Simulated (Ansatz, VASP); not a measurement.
**Al: VASP beside Ansatz**

The input POSCAR:

```
Al
1.0
    0.0000000000      2.0248050000      2.0248050000
    2.0248050000      0.0000000000      2.0248050000
    2.0248050000      2.0248050000      0.0000000000
Al
1
Direct
    0.0000000000      0.0000000000      0.0000000000
```

Contents of INCAR.step1:

```
ALGO = Normal
EDIFF = 1E-4
ENCUT = 520
GGA = PE
ISMEAR = 0
LASPH = True
LCHARG = False
LREAL = False
LWAVE = True
NBANDS = 8
NELM = 100
PREC = Accurate
SIGMA = 0.1
```

Contents of INCAR.step2:

```
ALGO = Normal
EDIFF = 1E-6
ENCUT = 520
ISIF = 2
ISMEAR = 0
ISTART = 1
LASPH = True
LCHARG = False
LMIXTAU = True
LREAL = False
LWAVE = False
METAGGA = R2SCAN
NBANDS = 8
NELM = 100
PREC = Accurate
SIGMA = 0.1
```

Contents of KPOINTS:

```
k-points
0
Gamma
  14 14 14
```

Input for Ansatz:

```yaml
crystal:
  lattice:
    - [0.0, 2.024805, 2.024805]
    - [2.024805, 0.0, 2.024805]
    - [2.024805, 2.024805, 0.0]
  atoms:
    - { symbol: Al, position: [0.0, 0.0, 0.0] }
kpoints:
  mp_grid:
    grid: [14, 14, 14]
hamiltonian:
  xc: r2scan
  pseudopotentials:
    kind: paw
scf:
  occupations:
    method: gaussian
    width: 0.1
output:
  stress: true
```

Alike in both runs: task single point; functional r2SCAN; k mesh 14 × 14 × 14; occupations gaussian, width 0.1 eV; no spin polarisation.

|  | VASP | Ansatz |
| --- | --- | --- |
| version | VASP 6.6.1 | Ansatz 0.2.0 |
| potentials or method | VASP PAW PBE potentials, release 64 (Al) | plane waves, PAW |
| plane-wave cutoff (eV) | 520 | 500 |
| valence electrons in the cell | 3 | 3 |

|  | VASP | Ansatz | Ansatz less VASP |
| --- | --- | --- | --- |
| pressure (GPa) | -4.1 | -3.8 | +0.29 |

With one functional, cell and mesh, what is left measures potentials, basis and numerics.

Caveats: the PAW data sets were made with another functional, which shifts forces and pressure a little (VASP).
